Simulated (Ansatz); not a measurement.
# Co: equation of state

The task here is to estimate one member of a computed series from the others.

Program: Ansatz 0.2.0. Level of theory: DFT PBE, scalar-relativistic. These are calculated values, not measurements.

**The structure to begin with**

Symmetry: P6_3/mmc, No. 194, hexagonal system. The conventional cell has a = 2.519 Å, b = 2.519 Å, c = 4.091 Å, α = 90.00°, β = 90.00°, γ = 120.00°. Around Co (site symmetry -6m2) lie 12 Co at 2.51 to 2.52 Å.

As a file:

```cif
data_structure
_symmetry_space_group_name_H-M 'P6_3/mmc'
_symmetry_Int_Tables_number 194
_cell_length_a 2.5190
_cell_length_b 2.5190
_cell_length_c 4.0910
_cell_angle_alpha 90.000
_cell_angle_beta 90.000
_cell_angle_gamma 120.000
_cell_volume 22.48
loop_
_atom_site_label
_atom_site_type_symbol
_atom_site_symmetry_multiplicity
_atom_site_Wyckoff_symbol
_atom_site_fract_x
_atom_site_fract_y
_atom_site_fract_z
_atom_site_occupancy
Co1 Co 2 c 0.33333 0.66667 0.25000 1
```

The file gives the conventional cell by its symmetry; the runs use the cell typed in the input.

The cell comes from a crystallographic database entry that wasn't checked; take it as a given geometry, which may be far from equilibrium.

Atoms are numbered in the order of the input: Co1, Co2.

Set-up of the first run:

The input, input.yaml:

```yaml
crystal:
  lattice:
    - [2.4680156958, 0.0, 0.0]
    - [-1.2340078479, 2.1373642896, 0.0]
    - [0.0, 0.0, 4.0081971921]
  atoms:
    - { symbol: Co, position: [0.3333333333, 0.6666666667, 0.25], spin: 2.0 }
    - { symbol: Co, position: [0.6666666667, 0.3333333333, 0.75], spin: 2.0 }
magnetization:
  spin_polarized: true
kpoints:
  mp_grid: { grid: [19, 19, 10] }
scf:
  occupations: { method: fermi_dirac, width: 0.05 }
hamiltonian:
  xc: pbe
  pseudopotentials: { kind: all_electron, lapw: { basis_error: 0.0005 } }
output:
  forces: true
  stress: true
  eigenvalues: true
```

Steps of the session up to this table: Volume × 0.9405, LAPW; Volume × 0.9405, PAW; Volume × 0.9405, crystal datasets; Volume × 0.97, LAPW; Volume × 0.97, PAW; Volume × 1.03, LAPW; Volume × 1.03, PAW; Volume × 1.06, LAPW; Volume × 1.06, PAW; Volume × 1.06, crystal datasets.

One table of the session follows, with a row left open; its other results are not shown here.

It belongs to the step «Fits». 

| method | volume (Å³/atom) | moment Co1 (μB) |
| --- | --- | --- |
| LAPW | 10.572 | 1.64 |
| LAPW | 10.903 | 1.68 |
| LAPW | 11.241 | 1.70 |
| LAPW | 11.578 | 1.73 |
| LAPW | 11.915 | 1.75 |
| PAW | 10.572 | 1.66 |
| PAW | 10.903 | 1.70 |
| PAW | 11.241 | 1.73 |
| PAW | 11.578 | 1.75 |
| PAW | 11.915 | ? |
| crystal datasets | 10.572 | 1.67 |
| crystal datasets | 11.241 | 1.73 |
| crystal datasets | 11.915 | 1.78 |

Estimate the missing values for PAW, 11.915.

**Answer.** moment Co1 (μB): 1.77. In the column «moment Co1 (μB)» it lies between PAW, 11.578 (1.75) and crystal datasets, 11.915 (1.78).

To keep in mind: Other magnetic orders may lie lower; this is the state that the run reached. Warnings in the runs' records: crystal datasets made, band levels unverified.
